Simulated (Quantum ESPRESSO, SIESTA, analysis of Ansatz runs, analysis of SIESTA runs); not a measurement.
# H_i (bond centre, by P) in BP (F-43m): levels and formation energies (SIESTA), part 2 of 2

Question: at which Fermi levels does H_i (bond centre, by P) in BP (F-43m) change its charge? Model: a cell of 54 host atoms with 1 H put in.

SIESTA 5.4.2; SIESTA numerical-orbital DFT, PBEsol, DZP basis, PseudoDojo 0.4.1 potentials converted to PSML; charged supercells in a uniform background, point-charge correction with alignment at far sites.

So far. Step 2 (Band edges): The gap at this level is 1.15 eV.

## Step 3: Relaxing each charge state (continued)

Level of this step: SIESTA numerical-orbital DFT, PBEsol, DZP basis, PseudoDojo 0.4.1 potentials converted to PSML; relaxation of all atoms of a defect supercell (SIESTA).

Relaxation path:

| step | energy less that of the first step (eV) | largest force (eV/Å) |
| --- | --- | --- |
| 0 | 0.0000 | 26.2289 |
| 1 | -5.1616 | 11.6933 |
| 2 | -6.5686 | 2.1671 |
| 3 | -6.7943 | 0.9570 |
| 4 | -6.8835 | 0.6463 |
| 5 | -6.9061 | 0.3524 |
| 6 | -6.9217 | 0.1211 |
| 7 | -6.9288 | 0.1655 |
| 8 | -6.9319 | 0.0648 |
| 9 | -6.9326 | 0.0251 |

The atoms that moved most (Å):

| atom | dx | dy | dz | length |
| --- | --- | --- | --- | --- |
| P10 | -0.264 | -0.294 | -0.237 | 0.461 |
| B35 | 0.211 | 0.156 | 0.202 | 0.331 |
| P16 | 0.090 | -0.002 | 0.039 | 0.098 |
| B33 | -0.070 | -0.051 | -0.036 | 0.094 |
| H55 | 0.028 | 0.017 | 0.070 | 0.077 |
| B17 | -0.036 | -0.049 | -0.046 | 0.076 |
| P28 | -0.017 | 0.006 | 0.072 | 0.075 |
| P12 | 0.031 | 0.036 | -0.043 | 0.064 |

Neighbours of H55 at the end:

| atom | distance (Å) |
| --- | --- |
| B35 | 1.262 |
| P10 | 1.561 |
| P28 | 2.454 |
| P16 | 2.455 |
| P12 | 2.534 |
| B33 | 2.548 |
| B29 | 2.630 |
| B17 | 2.633 |

Among the bonds that opened: P10–B35 2.03 to 2.82 Å.

Energies on the run's own zero. States near gap, by row:

| spin | k | band | energy (eV) | filled by count |
| --- | --- | --- | --- | --- |
| up | 0 | 105 | -6.669 | 1 |
| up | 0 | 106 | -6.519 | 1 |
| up | 0 | 107 | -5.779 | 1 |
| up | 0 | 108 | -5.779 | 1 |
| up | 0 | 109 | -4.891 | 1 |
| up | 0 | 110 | -3.972 | 0 |
| up | 0 | 111 | -3.97 | 0 |
| up | 0 | 112 | -3.945 | 0 |
| up | 0 | 113 | -3.624 | 0 |
| up | 1 | 105 | -6.881 | 1 |
| up | 1 | 106 | -6.681 | 1 |
| up | 1 | 107 | -6.252 | 1 |
| up | 1 | 108 | -6.093 | 1 |
| up | 1 | 109 | -4.667 | 1 |
| up | 1 | 110 | -4.024 | 0 |
| up | 1 | 111 | -3.282 | 0 |
| up | 1 | 112 | -3.099 | 0 |
| up | 1 | 113 | -3.068 | 0 |
| down | 0 | 104 | -6.653 | 1 |
| down | 0 | 105 | -6.652 | 1 |
| down | 0 | 106 | -6.492 | 1 |
| down | 0 | 107 | -5.764 | 1 |
| down | 0 | 108 | -5.763 | 1 |
| down | 0 | 109 | -4.518 | 0 |
| down | 0 | 110 | -3.953 | 0 |
| down | 0 | 111 | -3.952 | 0 |
| down | 0 | 112 | -3.865 | 0 |
| down | 1 | 104 | -6.871 | 1 |
| down | 1 | 105 | -6.859 | 1 |
| down | 1 | 106 | -6.663 | 1 |
| down | 1 | 107 | -6.232 | 1 |
| down | 1 | 108 | -6.079 | 1 |
| down | 1 | 109 | -4.311 | 0 |
| down | 1 | 110 | -3.925 | 0 |
| down | 1 | 111 | -3.254 | 0 |
| down | 1 | 112 | -3.072 | 0 |

The states that were run, at 2×2×2 shifted by half a step, on 1 MPI rank of Arm Neoverse V2, shared host:

| charge | moment (μB) | outcome | structures computed | largest displacement of a host atom from its site (Å) | lowest empty less highest filled level (eV) | time |
| --- | --- | --- | --- | --- | --- | --- |
| −1 | 0 | converged | 13 | 0.67 | 0.55 | 43 min |
| +1 | 0 | converged | 20 | 0.42 | 0.91 | 61 min |
| 0 | 1 | converged | 10 | 0.49 | 0.15 | 67 min |

Against the host's sites the lattice moves most at charge −1 (0.67 Å); the smallest move among the states is 0.42 Å.

## Step 4: Corrections and levels

A charged cell interacts with its images and the background. The point-charge term, screened by the static dielectric constant, takes that out, and the potential far from the defect is aligned with the host's. Chemical potentials: B (alpha-rhombohedral (B12)), H (H2 molecule) and P (black phosphorus), run alike.

By state, in eV; the first energy still holds the atoms taken out or put in:

| charge | moment (μB) | energy over the host, electrons at the valence top | point-charge term | potential shift at far sites | its spread | correction |
| --- | --- | --- | --- | --- | --- | --- |
| −1 | 0 | -11.904 | 0.253 | 0.007 | 0.015 | 0.245 |
| 0 | 1 | -12.904 | 0.000 | - | - | 0.000 |
| +1 | 0 | -13.680 | 0.253 | -0.049 | 0.015 | 0.203 |

Potentials at atomic sites for charge −1, some of the atoms; distances and the model charge refer to the site on which the defect was built:

| atom | distance from that site (Å) | potential less the host's (eV) | point-charge model (eV) |
| --- | --- | --- | --- |
| B35 | 1.265 | 0.443 | 0.693 |
| B29 | 2.545 | -0.252 | 0.119 |
| P48 | 3.360 | -0.069 | -0.001 |
| B47 | 3.363 | -0.079 | -0.001 |
| B7 | 4.059 | -0.069 | -0.059 |
| P32 | 4.070 | -0.109 | -0.060 |
| B53 | 4.082 | -0.066 | -0.049 |
| P30 | 4.663 | -0.032 | -0.076 |
| B49 | 5.181 | -0.055 | -0.079 |
| P44 | 5.186 | -0.096 | -0.079 |
| P38 | 5.661 | -0.112 | -0.092 |

Over the charge states the far sites scatter by a standard deviation of up to 0.02 eV about the model once its mean shift is taken off, which is the uncertainty of the alignment.

Limit set by the element alone; other compounds of these elements are not counted. Chemical potentials from the elements' reference states: B 0.00 eV, P -0.93 eV, H 0.00 eV. Formation energies (B-rich), with the Fermi level at the valence top and at the conduction bottom (gap 1.15 eV):

| charge | at valence top (eV) | at conduction bottom (eV) | correction included (eV) |
| --- | --- | --- | --- |
| +1 | 1.99 | 3.14 | 0.20 |
| 0 | 2.57 | 2.57 | 0.00 |
| −1 | 3.81 | 2.66 | 0.25 |

(Fermi level (eV), lowest formation energy (eV)): (0.00, 1.99), (0.10, 2.10), (0.21, 2.20), (0.31, 2.31), (0.42, 2.41), (0.52, 2.52), (0.63, 2.57), (0.73, 2.57), (0.84, 2.57), (0.94, 2.57), (1.05, 2.57), (1.15, 2.57)

Limit set by the element alone; other compounds of these elements are not counted. Chemical potentials from the elements' reference states: P 0.00 eV, B -0.93 eV, H 0.00 eV. Formation energy by charge state (P-rich; gap 1.15 eV):

| charge | at valence top (eV) | at conduction bottom (eV) | correction included (eV) |
| --- | --- | --- | --- |
| +1 | 1.99 | 3.14 | 0.20 |
| 0 | 2.57 | 2.57 | 0.00 |
| −1 | 3.81 | 2.66 | 0.25 |

```csv
Fermi level (eV),lowest formation energy (eV)
0.00,1.99
0.10,2.10
0.21,2.20
0.31,2.31
0.42,2.41
0.52,2.52
0.63,2.57
0.73,2.57
0.84,2.57
0.94,2.57
1.05,2.57
1.15,2.57
```

So at this level: (+1/0) at 0.57 eV (0.78 without the correction) and (0/−1) at 1.25 eV (1.00 without the correction), in a gap of 1.15 eV. (0/−1) lies outside the gap, so the charge beyond is not the lowest at any Fermi level in the gap, within the error of the correction.

The charge transition levels (eV, zero at the valence-band top of the host):

|  | conduction bottom | valence top |
| --- | --- | --- |
| H_i (bond centre, by P) | 1.15 | 0.00 |

|  | level | energy (eV) |
| --- | --- | --- |
| H_i (bond centre, by P) | (+1/0) | 0.57 |
| H_i (bond centre, by P) | (0/−1) | 1.25 |

## Step 5: Results

- gap of the host (SIESTA, PBEsol): 1.15 eV
- level (plus 1/0), SIESTA, PBEsol, DZP, 2×2×2: 0.57 eV above the valence top
- level (0/minus 1), SIESTA, PBEsol, DZP, 2×2×2: 1.25 eV above the valence top, near a band edge before or after the correction

**Reading.** At the level trusted most (SIESTA, PBEsol, DZP, 2×2×2) the charge changes at 0.57 eV (+1/0) above the valence top, in a gap of 1.15 eV. Of the charges placed (−1, 0 and +1), the lowest changes at 0.57 eV (+1/0) above the valence top, in a gap of 1.15 eV. (0/−1) reaches a band edge before or after the correction; the carrier may then sit in a band, where the point-charge correction doesn't apply and the value depends on how these k-points fill the band, which is not corrected here. Only the charges −1, 0 and +1 were placed; others may be stable too. What this leaves open: PBEsol makes the gap too small and tends to spread out bound carriers.

[Logs are printed without paths, hosts, clocks, repeated set-up lines and the standing remarks that a program may print on its own settings, such as how far it seeks lower states.]

[Hosts, paths, dates, database ids (printed as entryN), source tags and the programs' standing remarks are cut or masked in the printed files.]

[For some hosts the program warned that the k-mesh of the response run may be too coarse for force constants and the static dielectric constant; such warnings are not shown here.]

[Charge tables in the logs are Mulliken or Hirshfeld populations, whose sizes and signs can differ; where basis functions stand at a vacancy, SIESTA counts their charge against the missing atom's valence.]

[In relaxation paths of CP2K, step 0 can be the structure after the first move, since the trajectory file begins there, and the last row can be the final structure solved once more.]
